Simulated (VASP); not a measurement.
# Sr: intraband terms of a metal's spectrum

Sr, I4/mcm (no. 140), 4 atoms in the cell. PBE, independent-particle dielectric function; PAW potentials Sr_sv (PBE set).

## Input

INCAR.step1:
```
SYSTEM = Sr
  PREC = Accurate
  ENCUT = 270
  ISMEAR = 1
  SIGMA = 0.1
  EDIFF = 1E-7
  LASPH = .TRUE.
  KPAR = 4
  LWAVE = .FALSE.
  LCHARG = .TRUE.
  LMAXMIX = 4
```

INCAR.step2:
```
SYSTEM = Sr
  PREC = Accurate
  ENCUT = 270
  ISMEAR = 0
  SIGMA = 0.3
  EDIFF = 1E-6
  LASPH = .TRUE.
  KPAR = 4
  LWAVE = .TRUE.
  LCHARG = .FALSE.
  LMAXMIX = 4
  ICHARG = 11
  NBANDS = 46
  NEDOS = 3000
  OMEGAMAX = 30
  CSHIFT = 0.1
```

INCAR.step3, as INCAR.step2 but for:
```
- LWAVE = .TRUE.
+ LWAVE = .FALSE.
+ LOPTICS = .TRUE.
+ ALGO = None
+ NELM = 1
+ ISTART = 1
```

INCAR.step4, as INCAR.step3 but for:
```
+ WPLASMAI = 0.03
```

INCAR.step5 to INCAR.step6 change the same tag again: WPLASMAI = 0.1, 0.3.

INCAR.step7, as INCAR.step6 but for:
```
- WPLASMAI = 0.3
+ RTIME = 20
```

INCAR.step8, as INCAR.step7 but for:
```
- RTIME = 20
+ RTIME = 5
```

INCAR.step9, as INCAR.step8 but for:
```
- RTIME = 5
+ LNABLA = .TRUE.
```

INCAR.step10, as INCAR.step9 but for:
```
- ISMEAR = 0
- LNABLA = .TRUE.
+ ISMEAR = -5
```

KPOINTS.step1:
```
k-points
0
Gamma
  5 5 5
```

KPOINTS.step2:
```
k-points
0
Gamma
  8 8 8
```

POSCAR:
```
Sr
1.0
   -4.1585048905      4.1585048905      3.5768060722
    4.1585048905     -4.1585048905      3.5768060722
    4.1585048905      4.1585048905     -3.5768060722
Sr
4
Direct
    0.3354504800      0.1645495200      0.5000000000
    0.6645495200      0.8354504800      0.5000000000
    0.8354504800      0.3354504800      0.1709009600
    0.1645495200      0.6645495200      0.8290990400
```

Commands (each step's output is kept before the next begins):
```
cat potpaw_PBE.64/Sr_sv/POTCAR > POTCAR
cp INCAR.step1 INCAR
cp KPOINTS.step1 KPOINTS
mpirun -np 4 vasp_std > vasp.out
cp INCAR.step2 INCAR
cp KPOINTS.step2 KPOINTS
mpirun -np 4 vasp_std > vasp.out
cp INCAR.step3 INCAR
mpirun -np 4 vasp_std > vasp.out
cp INCAR.step4 INCAR
mpirun -np 4 vasp_std > vasp.out
cp INCAR.step5 INCAR
mpirun -np 4 vasp_std > vasp.out
cp INCAR.step6 INCAR
mpirun -np 4 vasp_std > vasp.out
cp INCAR.step7 INCAR
mpirun -np 4 vasp_std > vasp.out
cp INCAR.step8 INCAR
mpirun -np 4 vasp_std > vasp.out
cp INCAR.step9 INCAR
mpirun -np 4 vasp_std > vasp.out
cp INCAR.step10 INCAR
mpirun -np 4 vasp_std > vasp.out
```

## Result

- Bands: 46

One ground state, settings moved in the last step alone:

| Settings | Plasma frequency (eV) | Im ε at 0.5 eV | Im ε at 1 eV | Im ε at 2 eV | Im ε at 4 eV | Time (s) |
|---|---|---|---|---|---|---|
| interband part alone | 2.36 | 46.2 | 25.3 | 5.5 | 1.3 | 20 |
| Drude term, WPLASMAI 0.03 | 2.36 | 47.5 | 25.4 | 5.5 | 1.3 | 22 |
| Drude term, WPLASMAI 0.1 | 2.36 | 50.5 | 25.8 | 5.5 | 1.4 | 16 |
| Drude term, WPLASMAI 0.3 | 2.36 | 56.0 | 26.8 | 5.7 | 1.4 | 15 |
| relaxation time RTIME 20 fs | 2.36 | 47.7 | 25.4 | 5.5 | 1.3 | 15 |
| relaxation time RTIME 5 fs | 2.36 | 51.7 | 26.0 | 5.6 | 1.4 | 20 |
| transversal form (LNABLA) | 2.34 | 45.5 | 24.8 | 5.4 | 1.3 | 14 |
| tetrahedron method | – | – | – | – | – | no result |

VASP 6.6.1 took 207 s on 4 cores (AMD EPYC 7R43 (Zen 3)), a shared host.
